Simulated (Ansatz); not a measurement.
**Ligand exchange: BBrF2 + C4H10O → B(OH)F2 + C4H9Br**

Gas-phase species: BBrF2 `FB(F)Br`, singlet; C4H10O (1-butanol) `CCCCO`, singlet; B(OH)F2 (difluorohydroxyborane), singlet; C4H9Br (1-bromobutane) `CCCCBr`, singlet. The partners trade Br for OH: B–Br and C–OH bonds give way to B–OH and C–Br.

Shapes, held fixed at every level: PBE0-D4/def2-TZVP. Flexible molecules stand in one conformer, not always the lowest. Programs: Ansatz 0.2.0. The zero-point and thermal change to 298 K, harmonic and unscaled (PBE0-D4/def2-TZVP), is +0.1 kJ/mol.

**The experiment to reproduce.** Tabulated heats of formation (CRC Handbook of Chemistry and Physics, NIST-JANAF tables): BBrF2 -820.1 (JANAF); C4H10O -274.9 (CRC); B(OH)F2 -1083.7 (JANAF); C4H9Br -107.1 (CRC) kJ/mol, which give ΔH(298 K) = -95.8 kJ/mol.

```tsv
level	kind	ΔH (kJ/mol)	computed − measured
r2SCAN-D4/def2-TZVPP	meta-GGA	-101.7	-5.9
B3LYP-D4/def2-TZVPP	global hybrid	-104.8	-9.0
BHLYP-D4/def2-TZVPP	global hybrid	-108.6	-12.8
r2SCAN0-D4/def2-TZVPP	global hybrid	-104.7	-8.9
wB97M-V/def2-TZVPP	range-separated hybrid	-102.6	-6.8
B2PLYP/def2-TZVPP	double hybrid	-105.1	-9.3
MP2/def2-SVP	perturbation theory	-106.3	-10.5
CCSD(T)/def2-TZVPP	coupled cluster or CI	-105.9	-10.1
```

Nearest: r2SCAN-D4/def2-TZVPP (-5.9); farthest: BHLYP-D4/def2-TZVPP (-12.8). 5 of 8 levels lie within 10 kJ/mol. The heats of C4H9Br (1-bromobutane) come from older tables and can be uncertain by 10 kJ/mol or more. The tabulated values of BBrF2, B(OH)F2 are in doubt (older tables, estimates, or at odds with other calculations) and kept here. Relativity is left out for Br. Outer-core shells of Br are correlated, in sets that cover them unevenly.
